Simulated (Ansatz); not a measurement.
# Honeycomb AsN monolayer in a perpendicular field, part 2 of 3

Aim: how the honeycomb AsN monolayer screens a field along its normal, and what the field does to its bands. A positive field points along +c.

Ansatz 0.2.0; plane-wave DFT, PBE-D3(BJ), Ansatz PAW.

So far. Step 2 (Relaxation): The lattice constant a goes from 2.980 to 2.952 Å.

### 3. Single point, field 0

A sawtooth potential applies the field, turning back in the middle of the vacuum. With the dipole correction the typed value is the field outside the slab. The induced dipole is small, so the SCF threshold is tight.

The cell differs from the one that the last finished run ended in (c 32.970 → 18.953 Å).

The input, input.yaml:

```yaml
crystal:
  lattice:
    - [2.9518495977, 0.0, 0.0]
    - [-1.4759247989, 2.5563767398, 0.0]
    - [0.0, 0.0, 18.9533811273]
  atoms:
    - { symbol: "N", position: [0.6666666667, 0.3333333333, 0.4748493126] }
    - { symbol: As, position: [0.3333333333, 0.6666666667, 0.5251506874] }
kpoints:
  mp_grid: { grid: [18, 18, 1] }
  band_path:
    path: [[0, 0, 0], [0.5, 0, 0], [0.33333333, 0.33333333, 0], [0, 0, 0]]
    npoints: 16
hamiltonian:
  xc: pbe
  dispersion: d3bj
scf:
  occupations: { method: fermi_dirac, width: 0.02585 }
  convergence: { dr2_threshold: 1.0e-10 }
efield:
  axis: 3
  dipole_correction: true
  ramp_position: 0.97
  ramp_width: 0.06
  amplitude: 0
output:
  dos: { projected: true, e_range: [-6, 5] }
  write_potential: true
  write_density: true
  volumetric_format: npy
  elf: true
```

The run is started by

```console
> ansatz run input.yaml --threads 2 --pin off --max-ram 3072MiB --backend cpu --events-out ev --progress --plain --runs-dir out
```

Numbers of over 12 decimals in the logs are rounded to 6 here.

The log of the run:

```text
[...]
Crystal: 2 atoms, lattice volume = 143.023 Å³
Basis set: ecut = 420 eV, 2715 PW (Γ)
Bands: 14, of which v1, the nominal top of the filled ones, is band 10 counted from 1 (9 counted from 0)
Symmetry: 6 space group operations
[...]
k-points: 37 of 324 (time reversal used)
[...]
SCF iter   1: F=—  HF=-5239.153856 eV  |F-HF|=—  |Δ(HF+E_count)|=         —  Δρ=2.82e-3  dr2=1.21e-2  ethr=1.77e-3  p=0.056 e·Å  D=7.14e-2 V/Å  ΔV_dip=-1.35 eV  dr2_dipole=4.29e-4  V_vac-E_F(+/−)=4.82/6.17 eV  ⟨swp⟩=7.4  Hψ=3448  notcnv=0
efield: sawtooth ramp at fractional position 0.9700 (set: `efield.ramp_position`, or a place that a band, a saddle search or an elastic batch's reference lends), width 0.0600; the density the first Hamiltonian is built on has a dipole p = 0.056 e·Å; the dipole correction subtracts the counter field D = 7.14e-2 V/Å, which shifts the + side's vacuum level by -1.35 eV against the − side's; the planar-averaged density in the ramp window peaks in size at 1.1e-5 e/Å³
[...]
SCF iter   2: F=—  HF=-5239.153018 eV  |F-HF|=—  |Δ(HF+E_count)|=   8.38e-4  Δρ=9.14e-4  dr2=9.32e-4  ethr=6.07e-5  p=0.069 e·Å  D=8.79e-2 V/Å  ΔV_dip=-1.67 eV  dr2_dipole=1.03e-4  V_vac-E_F(+/−)=4.82/6.49 eV  ⟨swp⟩=3.2  Hψ=1258  notcnv=0
[...]
SCF iter  10: F=-5239.154049 eV  HF=-5239.154049 eV  |F-HF|=3.64e-12  |Δ(HF+E_count)|=  1.12e-10  Δρ=9.81e-8  dr2=1.64e-11  ethr=1.00e-12  p=0.078 e·Å  D=9.86e-2 V/Å  ΔV_dip=-1.87 eV  dr2_dipole=3.95e-13  V_vac-E_F(+/−)=4.70/6.57 eV  ⟨swp⟩=4.5  Hψ=1620  notcnv=0
SCF 1 converged in 10 iterations: F = -5239.154049 eV  dr2 = 1.64e-11
[...]
NSCF: frozen V_eff on 49 k-points
efield: sawtooth ramp at fractional position 0.9700 (kept from the solve that this one continues, or follows in the run), width 0.0600; the density the first Hamiltonian is built on has a dipole p = 0.078 e·Å; the dipole correction subtracts the counter field D = 9.86e-2 V/Å, which shifts the + side's vacuum level by -1.87 eV against the − side's; the planar-averaged density in the ramp window peaks in size at 2.1e-7 e/Å³
[...]
SCF converged after 10 iterations
Free energy (F): -5239.154049 eV
[...]
Internal energy: -5239.154049 eV  (E = F + TS)
E sigma→0 (E₀):  -5239.154049 eV
Fermi energy:    -2.536483 eV
Dipole field:    D = 0.098552 V/Å  (p = 0.077895 e·Å, saw-weighted, corrected)
Work function:   Φ+ = 4.7020 eV   Φ− = 6.5699 eV
Levels:          The Fermi level and band energies are counted from a zero that moves with the ramp; work functions are not
[...]
--- Band table (eV; the first three rows and the last of 37) ---
  k-point 0: bands = [... 6 lower, -11.2505, -5.0468, -5.0468, -3.9726, -0.8337, 1.8905, 2.9838, 2.9838]
  k-point 1: bands = [... 6 lower, -11.2204, -5.4153, -5.1211, -3.9126, -0.5770, 1.9674, 2.7283, 3.0470]
  k-point 2: bands = [... 6 lower, -11.1439, -6.2415, -5.3252, -3.8069, -0.0455, 2.0380, 2.3212, 3.2080]
  k-point 36: bands = [... 6 lower, -13.8087, -10.1147, -5.9260, -4.8519, -0.8191, 1.7489, 4.2626, 7.9411]
```

The job ended after 2.4 s (2 threads of AMD EPYC 9R45, shared host; peak memory 0.51 GiB).

The column dr2 measures how far the density is from self-consistency, as an energy; F and HF (Harris–Foulkes) agree once it is small.

Numbers from this step:

| Property | Result |
| --- | --- |
| dipole along the normal | 0.07790 e·Å |
| gap along the path | 2.024 eV |
| smallest direct gap along the path | 2.628 eV |
| step between the vacuum levels | -1.868 eV |
| ionisation energy, upper face | 5.735 eV |
| electron affinity, upper face | 3.711 eV |
| ionisation energy, lower face | 7.603 eV |
| gap, the smaller of path and mesh | 2.024 eV |

Running mean over a fixed 2.5 Å (it still follows the layers) of the planar mean; the ramp of the sawtooth is left out. Electron's electrostatic potential energy less the Fermi level against z:

```
z (Å)  electron's electrostatic potential energy less the Fermi level (eV)
 2.81                                                                 6.57
 3.11                                                                 6.57
 3.55                                                                 6.57
 3.85                                                                 6.57
 4.29                                                                 6.57
 4.59                                                                 6.57
 5.03                                                                 6.57
 5.33                                                                 6.57
 5.63                                                                 6.57
 6.07                                                                 6.56
 6.37                                                                 6.54
 6.81                                                                 6.42
 7.11                                                                 6.16
 7.55                                                                 4.66
 7.85                                                                 2.73
 8.14                                                                0.485
 8.59                                                                -2.18
 8.88                                                                -3.61
 9.33                                                                -5.69
 9.62                                                                -6.53
10.07                                                                -5.86
10.37                                                                -4.26
10.81                                                                -1.39
11.11                                                               0.0329
11.40                                                                 1.26
11.85                                                                 3.13
12.14                                                                 4.00
12.59                                                                 4.50
12.88                                                                 4.61
13.33                                                                 4.68
13.62                                                                 4.69
13.92                                                                 4.70
14.36                                                                 4.70
14.66                                                                 4.70
15.10                                                                 4.70
15.40                                                                 4.70
15.84                                                                 4.70
16.14                                                                 4.70
```

The density of states has structure finer than the step of the table below, so its rows give means over 0.2 eV, whole bins alone (the curve runs from -6 to 2.99 eV). Peaks (eV: height): -5.53: 3.25, -4.35: 3.65, -2.20: 3.18, -1.07: 7.51, 1.80: 2.46.

The density of states by energy, zero at the Fermi level of the run, which the smearing sets inside the gap; means over each step:

energy (eV), density of states (states/eV a cell) and a bar:
```
     -5.8       0.75 ########
     -5.6       2.67 ##############################
     -5.4       1.19 #############
     -5.2       0.78 #########
     -5.0       1.09 ############
     -4.8       1.04 ############
     -4.6       1.09 ############
     -4.4       2.13 ########################
     -4.2       1.68 ###################
     -4.0       1.21 ##############
     -3.8       0.96 ###########
     -3.6       0.83 #########
     -3.4       0.54 ######
     -3.2       0.42 #####
     -3.0       0.41 #####
     -2.8       0.39 ####
     -2.6       0.29 ###
     -2.4       0.01 
     -2.2       1.68 ###################
     -2.0       1.16 #############
     -1.8       0.90 ##########
     -1.6       0.86 ##########
     -1.4       1.24 ##############
     -1.2       2.48 ############################
     -1.0       1.94 ######################
     -0.8       0.00 
     -0.6       0.00 
     -0.4       0.00 
     -0.2       0.00 
      0.0       0.00 
      0.2       0.00 
      0.4       0.00 
      0.6       0.00 
      0.8       0.00 
      1.0       0.30 ###
      1.2       0.77 #########
      1.4       0.73 ########
      1.6       0.83 #########
      1.8       1.85 #####################
      2.0       1.34 ###############
      2.2       1.00 ###########
      2.4       0.85 ##########
      2.6       0.84 #########
      2.8       0.90 ##########
```

Projected DOS per atom over height of the atomic layer and energy from the Fermi level. Layers: N As from below.

Ten even steps from '_' (0.00 states/eV) to '@' (1.31 states/eV), each cell a mean:
```
::--
::--
++++
::--
::::
____
____
____
____
--..
@@==
----
==++
..__
::__
--__
++..
%%==
**--
==--
**++
==--
```
Columns: height of the atomic layer (Å) from 9 to 9.95; rows upwards: energy from the Fermi level (eV) from -5.96 to 2.95.

The electronic bands at the labelled points (eV, zero at the Fermi level of the run, which the smearing sets inside the gap):

```
  point  band 8  band 9  band 10  band 11  band 12  band 13  band 14
      Γ   -2.51   -2.51    -1.44     1.70     4.43     5.52     5.52
halfway   -5.65   -3.56    -1.06     2.13     4.44     5.99     6.15
      M   -4.69   -4.38    -2.28     0.99     4.72     6.18     8.31
halfway   -6.33   -3.96    -2.20     1.78     4.87     5.70     8.90
      K   -7.58   -3.39    -2.32     1.72     4.29     6.80    10.48
halfway   -5.53   -4.63    -1.04     2.87     4.64     5.09     6.47
      Γ   -2.51   -2.51    -1.44     1.70     4.43     5.52     5.52
```

The electronic bands as a text plot (rows in eV, shown from -7.6 to 5.5 only):

```
    5.2 |+++   ++                ++              +++++++++   ++++
    4.7 | +++++    ++++++++++++++  +++          ++++++    ++++++
    4.2 |+     ++++                   ++++++++++      ++++++    +
    3.6 |
    3.1 |                                           ++++++++
    2.5 |   +++++++                             ++++        +
    2.0 |+++       ++              +++++++++++++             ++++
    1.4 |            ++++      ++++
    0.9 |                ++++++
    0.3 |
   -0.2 |
   -0.8 |
   -1.3 |****************                       *****************
   -1.8 |                ***                ****
   -2.4 |***                ****************                 ****
   -2.9 |  ******                                         ******
   -3.5 |   *    ****                ********          ***  *
   -4.0 |    **      *****     ******        **       *   **
   -4.6 |      *          *****                **   **   *
   -5.1 |       ***     ****   **                ***   **
   -5.7 |          *****         *               ******
   -6.2 |                         **            *
   -6.8 |                           *        ***
   -7.3 |                            ********
         Γ                   M           K                      Γ
```

ELF in the ca plane at fractional y = 0.333, with atoms of N within 0.2 Å of it. It is the smooth field of the valence electrons, not physical close to the nuclei.

Values, 5 rows by 16 columns, each cell a mean:
```
0.00 0.00 0.00 0.00 0.00 0.02 0.46 0.77 0.46 0.17 0.02 0.00 0.00 0.00 0.00 0.00
0.00 0.00 0.00 0.00 0.00 0.06 0.65 0.57 0.41 0.04 0.01 0.00 0.00 0.00 0.00 0.00
0.00 0.00 0.00 0.00 0.00 0.02 0.46 0.78 0.46 0.17 0.02 0.00 0.00 0.00 0.00 0.00
0.00 0.00 0.00 0.00 0.00 0.00 0.06 0.31 0.51 0.59 0.09 0.00 0.00 0.00 0.00 0.00
0.00 0.00 0.00 0.00 0.00 0.00 0.06 0.31 0.51 0.59 0.09 0.00 0.00 0.00 0.00 0.00
```
Columns run along c (19.0 Å), rows up along a (3.0 Å). Atoms in or near the plane, at fractional coordinates: N at (0.47, 0.67).

Valence density in the ca plane at fractional y = 0.333, with atoms of N within 0.2 Å of it. It is the smooth field of the valence electrons, not physical close to the nuclei.

Ten steps, logarithmic in the rise over the least value, from '0' (0.0 e/Å³) to '9' (3.5 e/Å³), each cell a mean:
```
00000000000000000025776543100000000000000000
00000000000000000137997532100000000000000000
00000000000000000137998532100000000000000000
00000000000000000136997532100000000000000000
00000000000000000024676543100000000000000000
00000000000000000012455653210000000000000000
00000000000000000001345654210000000000000000
00000000000000000012455553210000000000000000
```
Columns run along c (19.0 Å), rows up along a (3.0 Å). Atoms in or near the plane, at fractional coordinates: N at (0.47, 0.67).

Electrostatic potential energy in the ca plane at fractional y = 0.333, with atoms of N within 0.2 Å of it. With pseudopotentials it is smooth inside the atoms' cores, unlike the true potential.

Ten even steps from '0' (-19 eV) to '9' (4 eV), each cell a mean:
```
99999999999999999998424567899999999999999999
99999999999999999995002678899999999999999999
99999999999999999993001678899999999999999999
99999999999999999996002678899999999999999999
99999999999999999998534467899999999999999999
99999999999999999999752037899999999999999999
99999999999999999999750027899999999999999999
99999999999999999999752147899999999999999999
```
Columns run along c (19.0 Å; values clipped at the 3rd and 97th percentile), rows up along a (3.0 Å). Atoms in or near the plane, at fractional coordinates: N at (0.47, 0.67).

The gap is 2.02 eV, with the valence edge 5.74 eV and the conduction edge 3.71 eV under the upper vacuum level.

### 4. Atoms held, field 0.1 V/Å

Edit input.yaml of step 3 so:

```diff
@@ -24,5 +24,4 @@
   ramp_width: 0.06
-  amplitude: 0
+  amplitude: 0.1
 output:
-  dos: { projected: true, e_range: [-6, 5] }
   write_potential: true
@@ -30,2 +29 @@
   volumetric_format: npy
-  elf: true
```

The log of the run:

```text
[...]
Crystal: 2 atoms, lattice volume = 143.023 Å³
Basis set: ecut = 420 eV, 2715 PW (Γ)
Bands: 14, of which v1, the nominal top of the filled ones, is band 10 counted from 1 (9 counted from 0)
Symmetry: 6 space group operations
[...]
k-points: 37 of 324 (time reversal used)
[...]
--- Band table (eV; the first three rows and the last of 37) ---
  k-point 0: bands = [... 6 lower, -11.2211, -5.0219, -5.0219, -3.9483, -0.7902, 2.1618, 3.0122, 3.0122]
  k-point 1: bands = [... 6 lower, -11.1911, -5.3908, -5.0961, -3.8873, -0.5326, 2.2370, 2.7564, 3.0754]
  k-point 2: bands = [... 6 lower, -11.1145, -6.2172, -5.3003, -3.7806, 0.0011, 2.1271, 2.5315, 3.2367]
  k-point 36: bands = [... 6 lower, -13.7822, -10.0890, -5.9059, -4.8192, -0.7874, 1.7858, 4.2961, 8.0509]
[key lines of the parts left out:]
SCF converged after 13 iterations
Free energy (F): -5239.162490 eV
Fermi energy:    -2.509115 eV
Dipole field:    D = 0.115017 V/Å  (p = 0.090908 e·Å, saw-weighted, corrected)
```

It took 2.7 s on 2 threads; peak memory 0.48 GiB.

The dipole is 0.0909 e·Å, 0.0130 e·Å from its value without field, and the gap 2.025 eV.

(Continued in part 3 of 3.)

[Logs are printed without paths, hosts, clocks, repeated set-up lines and the standing remarks that a program may print on its own settings, such as how far it seeks lower states.]

[Hosts, paths, dates, database ids (printed as entryN), source tags and the programs' standing remarks are cut or masked in the printed files.]

[Maps of the electrostatic potential energy from Ansatz leave out the sawtooth potential of an applied field or a dipole correction, so their vacuum need not be flat; planar profiles and work functions include it.]

[The density of states shown here was stored with 400 of the rows of the run's finer table, so its peaks can read low, often by over a quarter, or be missed, and its means over a window can be off by a tenth or more.]
